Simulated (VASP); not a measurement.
# SnTe: single point with PBE

**Experimental background.**

From a printed reference work, textbook, for a bulk crystal of SnTe at 300 K: band gap 0.18 eV (direct).

SnTe:

```
CELL_PARAMETERS angstrom
0.00000 3.19231 3.19231
3.19231 0.00000 3.19231
3.19231 3.19231 0.00000
ATOMIC_POSITIONS crystal
Sn 0.00000 0.00000 0.00000
Te 0.50000 0.50000 0.50000
```

```json
{
 "Program": "VASP 6.6.1",
 "Task": "single point",
 "Functional": "PBE",
 "Potentials or basis": "VASP PAW PBE potentials, release 64 (Sn_d, Te)",
 "Cutoff": "500 eV",
 "k mesh": "6 × 6 × 6",
 "Occupations": "gaussian, width 0.01 eV",
 "Spin": "no spin polarisation",
 "Dipole correction": "no",
 "Further INCAR settings": "ALGO = Normal; EDIFF = 1e-06; NBANDS = 17"
}
```

```
Pressure               : 0.6 GPa
Band gap on the k mesh : 0.02 eV
```

Levels at points of the mesh, in eV from the valence-band top:
| k point | band 8 | band 9 | band 10 | band 11 | band 12 | band 13 |
| --- | --- | --- | --- | --- | --- | --- |
| (0.00, 0.00, 0.00) | -2.06 | -2.06 | -2.06 | 3.25 | 3.25 | 3.25 |
| (0.50, 0.00, 0.00) | -1.73 | -1.73 | 0.00 | 0.02 | 0.41 | 0.41 |
| (0.50, 0.50, 0.00) | -5.32 | -3.57 | -3.57 | 2.31 | 4.72 | 4.72 |

Wall time 16 s on 1 thread of Intel(R) Xeon(R) Platinum 8259CL CPU @ 2.50GHz (Skylake/Cascade Lake) (shared host), peak memory 0.2 GiB.

Against the measured gap of SnTe, 0.18 eV (direct; 300 K; a printed reference work, textbook), the calculated 0.02 eV is off by -0.16 eV. Spin-orbit coupling on Sn, Te is left out. The value is that of PBE on a finite k mesh, which can miss the band edges, without temperature or zero-point motion. Semilocal functionals fall short of measured gaps as a rule.

Caveat: semilocal functionals underestimate gaps, and a narrow one can read as zero; spin-orbit coupling is left out, which moves the levels of the heavy elements.
